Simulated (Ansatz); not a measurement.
# CoO: which magnetic state is lowest?

All numbers below come from DFT PBE+U, scalar-relativistic, plane waves, PAW in Ansatz.

```cif
data_structure
_symmetry_space_group_name_H-M 'P 1'
_symmetry_Int_Tables_number 1
_cell_length_a 2.6162
_cell_length_b 2.6162
_cell_length_c 2.6162
_cell_angle_alpha 90.000
_cell_angle_beta 90.000
_cell_angle_gamma 90.000
_cell_volume 17.91
loop_
_atom_site_label
_atom_site_type_symbol
_atom_site_fract_x
_atom_site_fract_y
_atom_site_fract_z
_atom_site_occupancy
Co1 Co 0.00000 0.00000 0.00000 1
O1 O 0.50000 0.50000 0.50000 1
```

| Property | Result |
| --- | --- |
| plane-wave cutoff | 420 eV |
| Γ-centred k-mesh | 16×16×16 |
| occupation rule | Gaussian smearing, 0.05 eV |
| U_eff on Löwdin-orthogonalised atomic d orbitals | Co 1 eV |
| list of starting moments (μB, in atom order) | 3 0 |
| check for lower electronic states after the SCF | on |

All runs keep this geometry, which isn't relaxed for the lowest state (largest force there 0.000 eV/Å, pressure 2.2 GPa) and needn't be a stable compound; relaxing each order would shift the differences by some 8 meV/atom, going by the pressures and a bulk modulus of about 150 GPa. A propagation vector, in units of the reciprocal vectors, doubles the cell, which takes an equally dense mesh. Site moments are spin moments in atom-centred spheres that scale with the neighbour distance. The states are those that the runs reached from these starts; a lower one can exist.

Task: Starts tried: ferromagnetic; antiferromagnetic, doubled cell, propagation vector (0, 0, 1/2). Which state comes out lowest, and what are the moments?

Result: The lowest state is antiferromagnetic, reached from the start “antiferromagnetic, doubled cell, propagation vector (0, 0, 1/2)”, with site moments (μB) Co +2.40, Co -2.40.

```json
{"start": "ferromagnetic", "ends": "ferromagnetic", "energy above lowest (meV/atom)": "96.5", "site moments (μB)": "Co +2.53, O +0.39", "gap on mesh (eV)": "0.27", "P (GPa)": "6.9"}
{"start": "antiferromagnetic, doubled cell, propagation vector (0, 0, 1/2)", "ends": "antiferromagnetic", "energy above lowest (meV/atom)": "0.00", "site moments (μB)": "Co +2.40, Co -2.40", "gap on mesh (eV)": "0.78", "P (GPa)": "2.2"}
```

Cost: 2 runs of about 1 core-minutes in all, on Arm Neoverse V1 (shared hosts).